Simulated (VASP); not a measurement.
# AlN: molecular dynamics with a thermostat

AlN, P6_3mc (no. 186), 8 atoms in the cell. PBE, molecular dynamics; PAW potentials Al, N (PBE set).

Ensemble: NVT; Target temperature (K): 1000.

## Input

INCAR:
```
ALGO = Normal ; ANDERSEN_PROB = 0.05
EDIFF = 1E-5 ; ENCUT = 400
GGA = PE ; IBRION = 0
ISIF = 2 ; ISMEAR = 0
ISYM = 0 ; KPAR = 2
LASPH = T ; LCHARG = F
LREAL = Auto ; LWAVE = F
MDALGO = 1 ; NELM = 60
NELMIN = 4 ; NSW = 80
POTIM = 1.0 ; PREC = Normal
RANDOM_SEED = 607842 0 0 ; SIGMA = 0.05
TEBEG = 1000 ; TEEND = 1000
```

KPOINTS:
```
k-points
0
Gamma
  3 2 2
```

POSCAR:
```
AlN
1.0
    3.1130000000      0.0000000000      0.0000000000
    0.0000000000      5.3918741640      0.0000000000
    0.0000000000      0.0000000000      4.9810000000
Al N
4 4
Direct
    0.5000000000      0.1666666666      0.5000000000
    0.0000000001      0.6666666666      0.5000000000
    0.0000000000      0.3333333334      0.0000000000
    0.4999999999      0.8333333333      0.0000000000
    0.5000000000      0.1666666666      0.8800000000
    0.0000000001      0.6666666666      0.8800000000
    0.0000000000      0.3333333334      0.3800000000
    0.4999999999      0.8333333333      0.3800000000
```

Commands:
```
cat potpaw_PBE.64/Al/POTCAR potpaw_PBE.64/N/POTCAR > POTCAR
mpirun -np 2 vasp_std > vasp.out
```

## Result

- Mean temperature (K): 628
- Rise of the mean potential energy above the start (meV/atom): 70.0
- Electronic steps per ionic step after the first: 4.5

Course of the run:

| Time (fs) | Temperature (K) | Potential energy less the first (meV/atom) |
|---|---|---|
| 1 | 1000 | 0.0 |
| 7 | 463 | 28.8 |
| 13 | 271 | 52.3 |
| 19 | 498 | 47.8 |
| 25 | 514 | 54.5 |
| 31 | 607 | 53.7 |
| 37 | 901 | 58.8 |
| 44 | 614 | 91.4 |
| 50 | 615 | 91.3 |
| 56 | 843 | 79.4 |
| 62 | 850 | 98.0 |
| 68 | 500 | 123.2 |
| 74 | 849 | 87.6 |
| 80 | 1178 | 85.6 |

REPORT:
```
MDALGO =   1
         ANDERSEN_PROB =  0.05000000
               SCALING =       0
                 CNEXP =     9.000   14.000
           RANDOM_SEED =            607842                0                0

   original number of atomic DOF:         21
   number of independent constraints:      0
   number of active DOF:                  21

========================================
         MD step No.       1
========================================

  Atomic velocities initialized by STEP_tb

  >Energies
                    E_tot             E_pot             E_kin               EPS                ES
   e_b>   -0.58507805E+02   -0.59412637E+02    0.90483237E+00    0.00000000E+00    0.00000000E+00

  >Temperature
               T_sim     T_inst
   tmprt>   1000.000   1000.008

  >Thermostat, num. of collisions:                0

           RANDOM_SEED =            607842              102                0

[... steps left out ...]

========================================
         MD step No.      80
========================================

  >Energies
                    E_tot             E_pot             E_kin               EPS                ES
   e_b>   -0.57662072E+02   -0.58727937E+02    0.10658651E+01    0.00000000E+00    0.00000000E+00

  >Temperature
               T_sim     T_inst
   tmprt>   1000.000   1177.979

  >Thermostat, num. of collisions:                0

           RANDOM_SEED =            607842             5000                0
```

OSZICAR:
```
N       E                     dE             d eps       ncg     rms          rms(c)
DAV:   1     0.108126659075E+03    0.10813E+03   -0.13108E+04   336   0.111E+03
DAV:   2    -0.600399863775E+02   -0.16817E+03   -0.16256E+03   489   0.236E+02
DAV:   3    -0.688015873266E+02   -0.87616E+01   -0.87193E+01   411   0.602E+01
DAV:   4    -0.688939931415E+02   -0.92406E-01   -0.92357E-01   389   0.682E+00
DAV:   5    -0.688956605126E+02   -0.16674E-02   -0.16671E-02   401   0.879E-01    0.171E+01
DAV:   6    -0.594227662656E+02    0.94729E+01   -0.40809E+01   401   0.346E+01    0.623E+00
DAV:   7    -0.594287638185E+02   -0.59976E-02   -0.11114E+00   381   0.606E+00    0.418E+00
DAV:   8    -0.594169684522E+02    0.11795E-01   -0.11671E-01   371   0.273E+00    0.579E-01
DAV:   9    -0.594117282193E+02    0.52402E-02   -0.26132E-02   406   0.893E-01    0.332E-01
DAV:  10    -0.594127557797E+02   -0.10276E-02   -0.43241E-03   391   0.383E-01    0.155E-01
DAV:  11    -0.594126304976E+02    0.12528E-03   -0.53443E-04   391   0.134E-01    0.313E-02
DAV:  12    -0.594126371358E+02   -0.66382E-05   -0.19184E-05   289   0.322E-02
[... left out ...]
     79 T=  1136. E= -.57661826E+02 F= -.58689496E+02 E0= -.58689496E+02  EK= 0.10277E+01 SP= 0.00E+00 SK= 0.00E+00
[... last step whole ...]
       N       E                     dE             d eps       ncg     rms          rms(c)
DAV:   1    -0.587271534409E+02   -0.37658E-01   -0.55607E-02   356   0.289E+00    0.107E-01
DAV:   2    -0.587279715577E+02   -0.81812E-03   -0.85298E-03   371   0.655E-01    0.509E-02
DAV:   3    -0.587279480668E+02    0.23491E-04   -0.84702E-05   416   0.752E-02    0.354E-02
DAV:   4    -0.587279366520E+02    0.11415E-04   -0.56981E-05   396   0.564E-02    0.160E-02
DAV:   5    -0.587279366420E+02    0.10007E-07   -0.74106E-06   228   0.211E-02
     80 T=  1178. E= -.57662072E+02 F= -.58727937E+02 E0= -.58727937E+02  EK= 0.10659E+01 SP= 0.00E+00 SK= 0.00E+00
```

Limits: 80 fs of 8 atoms are too short for converged averages; the cell is only 3.1 Å across, so each atom moves in step with near copies of itself.

VASP 6.6.1 took 162 s on 2 cores (Intel Xeon Platinum 8488C (Sapphire Rapids)), a shared host.
